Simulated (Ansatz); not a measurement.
# Si (Fd-3m): relaxation of cell and ions, by script

What cell does Si (Fd-3m) relax to? Wanted for Si (Fd-3m): a relaxation of cell and ions.

The COD entry's cell or inner coordinates are ideal or old and differ from later refinements, so a difference from it is no clean test against experiment.

Computed with the Python package of Ansatz 0.2.0. Level of theory: DFT LDA, plane waves, PAW.

### 1 The system

Symmetry: Fd-3m, No. 227, cubic system. Conventional cell: a = 5.427 Å, b = 5.427 Å, c = 5.427 Å, α = 90.00°, β = 90.00°, γ = 90.00°. Si (site symmetry -43m) has 4 Si at 2.35 Å as nearest neighbours.

The script reads si.cif:

```cif
data_Si
_cell_length_a 3.837553
_cell_length_b 3.837553
_cell_length_c 3.837553
_cell_angle_alpha 60.00000
_cell_angle_beta 60.00000
_cell_angle_gamma 60.00000
_symmetry_space_group_name_H-M 'P 1'
_symmetry_Int_Tables_number 1
loop_
_symmetry_equiv_pos_as_xyz
'x, y, z'
loop_
_atom_site_label
_atom_site_type_symbol
_atom_site_fract_x
_atom_site_fract_y
_atom_site_fract_z
Si1 Si    0.750000    0.750000    0.750000
Si2 Si    0.500000    0.500000    0.500000
```

### 2 Script

Contents of vcrelax.py:

```python
import json

import ansatz as az
from ase.io import read
import matplotlib.pyplot as plt
import numpy as np

def edges_and_angles(cell):
    cell = np.asarray(cell)
    a, b, c = np.linalg.norm(cell, axis=1)
    cosines = cell[1] @ cell[2] / (b * c), cell[0] @ cell[2] / (a * c), cell[0] @ cell[1] / (a * b)
    return (a, b, c, *np.degrees(np.arccos(cosines)))


def main() -> None:
    atoms = read('si.cif')
    si = az.Crystal.from_ase(atoms)

    job = (
        si.calculation()
        .functional('lda')
        .basis(320)
        .kpoints(spacing=0.34)
        .occupations('fixed')
        .mixing('broyden', preconditioner='kerker_dos')
        .relax(force_tolerance=0.05, cell=True, stress_tolerance=0.05)
        .band_table()
    )
    out = job.run(events_out='si.ndjson')
    with open('si.ndjson') as stream:
        events = [json.loads(line) for line in stream]
    steps = [e['data'] for e in events if e['event'] == 'relax_step']
    r = out.report
    for s in steps:
        flag = '' if s['accepted'] else '  (rejected)'
        print('step %2d  E = %.5f eV  largest force component = %.4f eV/A%s' % (s['step'], s['lagrangian_ev'], s['allowed_force_max_ev_ang'], flag))

    first, last = steps[0], steps[-1]
    symbols = [site.symbol for site in out.lattice.sites]
    print(f'energy gained {first["lagrangian_ev"] - last["lagrangian_ev"]:.4f} eV in {len(steps) - 1} steps')
    for label, vectors in (('before', first['cell_ang']), ('after', out.lattice.cell_ang)):
        print(label, 'a b c (A) {:.4f} {:.4f} {:.4f}  angles {:.2f} {:.2f} {:.2f}'.format(*edges_and_angles(vectors)), f' V = {abs(np.linalg.det(vectors)):.3f} A^3')
    print('final stress xx yy zz (GPa, compression positive):', np.round(np.diag(r['stress_gpa']), 3) + 0.0)

    print('atom   start x y z (A)              end x y z (A)')
    for symbol, a, b in zip(symbols, first['positions_ang'], last['positions_ang']):
        print(f'{symbol:3s}', ' '.join(f'{v:8.4f}' for v in a), '  ', ' '.join(f'{v:8.4f}' for v in b))

    fig, (top, bottom) = plt.subplots(2, 1, sharex=True, figsize=(4.5, 4))
    top.plot([s['lagrangian_ev'] - last['lagrangian_ev'] for s in steps], 'o-')
    top.set_ylabel('E - E(final) (eV)')
    bottom.semilogy([max(s['allowed_force_max_ev_ang'], 1e-6) for s in steps], 's-')
    bottom.set(xlabel='step', ylabel='largest force (eV/A)')
    fig.tight_layout()
    fig.savefig('relax.png', dpi=100)

    n_atoms = len(r['lattice']['sites'])
    print('F =', round(r['free_energy_ev'], 4), 'eV for', n_atoms, 'atoms')
    print('E(sigma -> 0) =', round(r['energy_sigma0_ev'], 4), 'eV, TS =', round(r['entropy_ts_ev'], 5), 'eV')
    print('closed by', r['closed_by'], 'after', r['n_iterations'], 'iterations')

    levels = np.array(r['eigenvalues_ev'])
    filled = round(r['n_electrons'] / 2)
    top, bottom = levels[:, filled - 1], levels[:, filled]
    print('top of band', filled, 'at k =', r['kpoints_frac'][top.argmax()], f'{top.max():.4f} eV')
    print('bottom of band', filled + 1, 'at k =', r['kpoints_frac'][bottom.argmin()], f'{bottom.min():.4f} eV')
    print(f'gap by band count {bottom.min() - top.max():.3f} eV, least direct gap {(bottom - top).min():.3f} eV')

    fermi = r['fermi_energy_ev']
    print('levels less the Fermi level (eV) at the first k-points (first spin channel where there are two)')
    for k, levels in list(zip(r['kpoints_frac'], r['eigenvalues_ev']))[:4]:
        print('k = ({:.3f}, {:.3f}, {:.3f})'.format(*k))
        print('   ', ' '.join(f'{e - fermi:.3f}' for e in levels))


if __name__ == '__main__':
    main()
```

### 3 The input behind the calls

The package turns the script's settings into the engine's input:

```yaml
crystal:
  lattice:
    - [3.837553, 0.0, 0.0]
    - [1.9187765000000006, 3.323418386369184, 0.0]
    - [1.9187765000000006, 1.107806128789728, 3.1333489036289377]
  atoms:
    - { symbol: Si, position: [0.7500000000000003, 0.75, 0.7499999999999999] }
    - { symbol: Si, position: [0.5, 0.5, 0.5] }
basis:
  ecutwfc: 320.0
kpoints:
  mp_grid:
    kspacing: 0.34
hamiltonian:
  xc: lda
scf:
  mixing:
    algorithm: broyden
    preconditioner: kerker_dos
  occupations:
    method: fixed
relax:
  f_tol: 0.05
  cell:
    stress_tol: 0.05
output:
  eigenvalues: true
```

### 4 Running it

Command:

```sh
> python vcrelax.py
```

What it wrote:

```text
DeckWarning: basis.ecutwfc = 320 eV is below the records' recommended 420 eV, and the density's cutoff is lower with it unless basis.ecutrho_ratio is high enough to keep the records' density cutoff: compare with a run at a higher cutoff
step  1  E = -1217.23865 eV  largest force component = 0.0000 eV/A
step  2  E = -1217.24197 eV  largest force component = 0.0000 eV/A
step  3  E = -1217.24255 eV  largest force component = 0.0000 eV/A
step  4  E = -1217.24073 eV  largest force component = 0.0000 eV/A
energy gained 0.0021 eV in 3 steps
before a b c (A) 3.8376 3.8376 3.8376  angles 60.00 60.00 60.00  V = 39.962 A^3
after a b c (A) 3.8220 3.8220 3.8220  angles 60.00 60.00 60.00  V = 39.478 A^3
final stress xx yy zz (GPa, compression positive): [-0.029 -0.029 -0.029]
atom   start x y z (A)              end x y z (A)
Si    5.7563   3.3234   2.3500      5.7330   3.3099   2.3405
Si    3.8376   2.2156   1.5667      3.8220   2.2066   1.5603
F = -1217.2407 eV for 2 atoms
E(sigma -> 0) = -1217.2407 eV, TS = 0.0 eV
closed by deck_thresholds after 5 iterations
top of band 4 at k = [0.0, 0.0, 0.0] 6.2136 eV
bottom of band 5 at k = [0.0, -0.5, -0.5] 6.7843 eV
gap by band count 0.571 eV, least direct gap 2.527 eV
levels less the Fermi level (eV) at the first k-points (first spin channel where there are two)
k = (0.000, 0.000, 0.000)
    -12.070 -0.000 -0.000 0.000 2.527 2.527 2.527 3.337
k = (0.000, 0.000, 0.167)
    -11.704 -2.413 -0.457 -0.457 2.295 3.182 3.182 5.423
k = (0.000, 0.000, 0.333)
    -10.673 -5.400 -1.010 -1.010 1.692 3.464 3.464 7.723
k = (0.000, 0.000, -0.500)
    -9.696 -7.065 -1.206 -1.206 1.464 3.286 3.286 7.527
```

(Warnings from the package without file and line.)

It took 3.3 s on 1 thread of Arm Neoverse V1, shared host; peak memory 0.39 GiB.

### 5 What the engine kept of the run

The report of the run holds:

```csv
item,value
SCF cycles in all,19
k-points solved,16
plane waves,531
bands,8
valence electrons,8
free energy (eV),-1217.24073
Fermi level (eV),6.214
"lowest empty less highest filled level on the mesh, by band count (eV)",0.571
pressure (GPa; positive when compressed),-0.03
```

### 6 How the relaxation went

Step by step:

| step | E - E(step 1) (eV/cell) | largest force component (eV/Å) | pressure (GPa) | volume (Å³) |
| --- | --- | --- | --- | --- |
| 1 | 0.0000 | 0.0000 | -1.16 | 39.96 |
| 2 | -0.0033 | 0.0000 | -0.27 | 39.59 |
| 3 | -0.0039 | 0.0000 | 0.01 | 39.48 |
| 4 | -0.0021 | 0.0000 | -0.03 | 39.48 |

Step 1 is the start. Step 4 repeats the geometry before it on a plane-wave basis chosen anew for that cell, so its energy need not be comparable with the rows above. The cutoff lies under the recommended one, as the log warns, so the cell and pressures carry a basis error.

Lengths and angles in the start's conventional setting:

|  | before | after | change |
| --- | --- | --- | --- |
| a (Å) | 5.427 | 5.405 | -0.4 % |
| b (Å) | 5.427 | 5.405 | -0.4 % |
| c (Å) | 5.427 | 5.405 | -0.4 % |
| volume (Å³/atom) | 19.98 | 19.74 | -1.2 % |
| shortest distance (Å) | 2.350 | 2.340 | -0.4 % |
| space group (0.01 Å) | Fd-3m | Fd-3m | same |

The run keeps the 48 symmetry operations of the start, so it could not have lowered the symmetry.

### 7 Summary of results

| quantity | value |
| --- | --- |
| top of band 4 at k (as printed) | [0.0, 0.0, 0.0] 6.2136 eV |
| bottom of band 5 at k (as printed) | [0.0, -0.5, -0.5] 6.7843 eV |

In words: The run has a cutoff under the recommended one, so its numbers aren't properties of the system. The cutoff lies under the one recommended for these potentials. Forces vanish by symmetry, so the ions can't move, and the end may be a saddle. Under the recommended cutoff a pressure can be off by several GPa, even in sign. The computed bands are complete only to about 3.3 eV above the Fermi level. Under fixed occupations the level called the Fermi level is the highest filled one on the SCF mesh; off the mesh a filled band can lie a little above it. Energies along a relaxation are free energies. Rows at an unchanged volume are solved on a plane-wave basis chosen afresh for that cell, so the energy jumps there and such rows are no steps of the walk. Edges and angles that the script prints are those of the cell as typed, here a primitive one. Of the deposited cell: the entry's cell lengths or inner coordinates differ somewhat from later room-temperature determinations. Gaps and levels are Kohn-Sham values on a finite set of k-points.
